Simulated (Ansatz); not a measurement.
# CuO (Tenorite) in Ansatz: convergence with k mesh

The system is CuO (Tenorite).

```
Cu O
1.0
     2.34185   -1.71130    0.00000
     2.34185    1.71130    0.00000
    -0.85003    0.00000    5.05787
Cu O
2 2
Direct
  0.50631 0.99109 0.50005
  0.99695 0.51187 0.00777
  0.41258 0.58217 0.75430
  0.57936 0.40935 0.25162
```

The cell isn't the ideal one: atoms moved at random, drawn with an rms of 0.05 Å.

```yaml
Program: Ansatz 0.2.0
Task: convergence study
Functional: r2SCAN
Potentials_or_basis: JTH PAW
Cutoff: "1380 eV (not typed: the program's choice for these potentials)"
k_mesh: 3 × 3 × 2
Occupations: methfessel-paxton, width 0.1 eV
Spin: no spin polarisation
```

These are the settings of the first run; the series varies k mesh, with any setting tied to it.

Hardware: 2 threads of Intel(R) Xeon(R) Processor @ 2.50GHz (Skylake/Cascade Lake), with other jobs on the host.

Q: The values tried are 3 × 3 × 2, 4 × 4 × 2, 5 × 5 × 3, 6 × 6 × 3, 7 × 7 × 4, 9 × 9 × 5, 11 × 11 × 6, 13 × 13 × 7, 16 × 16 × 9, loosest first. From which on does the energy stay within 1 meV/atom of the tightest run that finished?

A: From 7 × 7 × 4 on.

| k mesh | energy less the tightest run, at zero smearing (meV/atom) | pressure (GPa) | largest force (eV/Å) | SCF cycles | CPU time (s) | peak memory (GiB) |
| --- | --- | --- | --- | --- | --- | --- |
| 3 × 3 × 2 | -15.30 | -0.52 | 0.557 | 12 | 34 | 0.68 |
| 4 × 4 × 2 | -9.03 | -0.58 | 0.439 | 12 | 50 | 0.7 |
| 5 × 5 × 3 | 1.72 | -0.37 | 0.443 | 11 | 77 | 0.75 |
| 6 × 6 × 3 | 4.45 | -0.31 | 0.425 | 12 | 110 | 0.8 |
| 7 × 7 × 4 | 0.48 | -0.35 | 0.441 | 11 | 180 | 0.97 |
| 9 × 9 × 5 | -0.04 | -0.39 | 0.443 | 11 | 330 | 1.4 |
| 11 × 11 × 6 | 0.21 | -0.37 | 0.442 | 11 | 590 | 2 |
| 13 × 13 × 7 | -0.25 | -0.39 | 0.442 | 11 | 930 | 2.9 |
| 16 × 16 × 9 | 0.00 | -0.38 | 0.442 | 11 | 1800 | 5.1 |

Against the tightest run, the pressure stays within 0.1 GPa from 5 × 5 × 3 on; the largest force stays within 0.005 eV/Å from 7 × 7 × 4 on. Meshes of other sizes hit other points, so gaps and Fermi surfaces needn't settle smoothly. The tightest run that finished is the yardstick and may itself not be fully converged.

Caveat, for the tightest run too: the run has no spin polarisation, though such a crystal can be magnetic; semilocal functionals often make such compounds metallic where correlation or magnetic order opens a gap, which also shifts bond lengths.
